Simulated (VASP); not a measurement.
The system is FeO.

```
Fe O
1.0
     1.51768    0.87623    2.51579
    -1.51768    0.87623    2.51579
     0.00000   -1.75247    2.51579
Fe O
1 1
Direct
  0.00000 0.00000 0.00000
  0.50000 0.50000 0.50000
```

Base run:

| Item | Value |
| --- | --- |
| Program | VASP 6.6.1 |
| Functional | PBE |
| Potentials or basis | VASP PAW PBE potentials, release 64 (Fe, O) |
| Cutoff | 520 eV |
| k mesh | 8 × 8 × 8 |
| Occupations | gaussian, width 0.05 eV |
| Spin | collinear spin, ferromagnetic start |
| Starting moments | [3.0, 0.0] μB |
| Fixed moment | 2 μB |

Its results: pressure -18.3 GPa; site moments Fe +2.00; O -0.03 μB.

The run is repeated on the same cell with these changes: fixed moment from 2 μB to 4 μB; hubbard terms from none to Fe d U = 5 eV. What comes out?

Pressure -1.1 GPa; site moments Fe +3.86; O +0.18 μB.

Caveats: the total moment is fixed, so each spin has its own Fermi level; a cell with one magnetic atom can't hold antiferromagnetic order, which such compounds often take.
